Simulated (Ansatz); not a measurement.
The system is TiTe.

```
CELL_PARAMETERS angstrom
0.00000 3.05007 3.05007
3.05007 0.00000 3.05007
3.05007 3.05007 0.00000
ATOMIC_POSITIONS crystal
Ti 0.50000 0.50000 0.50000
Te 0.00000 0.00000 0.00000
```

The cell comes from a database or a generator and needn't be the stable form of this composition.

Base run:

* Program: Ansatz 0.2.0
* Functional: r2SCAN
* Potentials or basis: Ansatz PAW
* Cutoff: 500 eV (not typed: the program's choice for these potentials)
* k mesh: 8 × 8 × 8
* Occupations: fermi-dirac, width 0.05 eV
* Spin: no spin polarisation
* Hubbard terms: Ti d U = 2 eV

Its results: band gap on the k mesh none (metal or under the smearing width); pressure -9.7 GPa.

**Question.** The run is repeated on the same cell with these changes: hubbard terms from Ti d U = 2 eV to none; hubbard projectors from ortho-atomic (the default) to none. What comes out?

**Answer.** Band gap on the k mesh none (metal or under the smearing width); pressure -11.4 GPa.

Caveats: spin-orbit coupling is left out, which moves the levels of the heavy elements; the PAW data sets come from PBE, with cores solved anew for the run's functional, which leaves a small shift of forces and pressure; U without spin polarisation on a metal has little footing (some runs); the U is typed as a test and isn't derived for this compound (some runs).
